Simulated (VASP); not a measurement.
Input of a VASP 6.6.1 run:

POSCAR

```
CsH
1.0
    3.9499145301      0.0000000000      0.0000000000
    0.0000000000      3.9499145301      0.0000000000
    0.0000000000      0.0000000000      3.9499145301
Cs H
1 1
Direct
    0.0000000000      0.0000000000      0.0000000000
    0.5000000000      0.5000000000      0.5000000000
```

File INCAR.step1:

```
SYSTEM = CsH
PREC = Accurate
ENCUT = 520
ISMEAR = 0
SIGMA = 0.02
LREAL = .FALSE.
LASPH = .TRUE.
NELM = 100
NBANDS = 12
GGA = PE
ALGO = Normal
EDIFF = 1E-4
LWAVE = .TRUE.
LCHARG = .FALSE.
```

INCAR.step2

```
SYSTEM = CsH
PREC = Accurate
ENCUT = 520
EDIFF = 1E-6
ISMEAR = 0
SIGMA = 0.02
LREAL = .FALSE.
LASPH = .TRUE.
NELM = 100
ALGO = Normal
ISIF = 2
LWAVE = .FALSE.
LCHARG = .TRUE.
METAGGA = R2SCAN
LMIXTAU = .TRUE.
LELF = .TRUE.
LVHAR = .TRUE.
NBANDS = 12
ISTART = 1
```

Contents of KPOINTS:

```
regular mesh
0
G
  8 8 8
  0 0 0
```

Potentials or basis: VASP PAW PBE potentials, release 64 (Cs_sv, H).

Launch:

```sh
$ cat potpaw_PBE.64/Cs_sv/POTCAR potpaw_PBE.64/H/POTCAR > POTCAR
$ cp INCAR.step1 INCAR
$ mpirun -np 1 vasp_std > vasp.out
$ cp INCAR.step2 INCAR
$ mpirun -np 1 vasp_std > vasp.out
```

(1) Estimate the band gap on the k mesh.

(2) What does it give for the pressure?

Answers

(1) 2.98 eV, indirect (least direct gap 3.19 eV).

(2) -1.1 GPa.

Caveat: the PAW data sets were made with another functional, which shifts forces and pressure a little; spin-orbit coupling is left out, which moves the levels of the heavy elements.
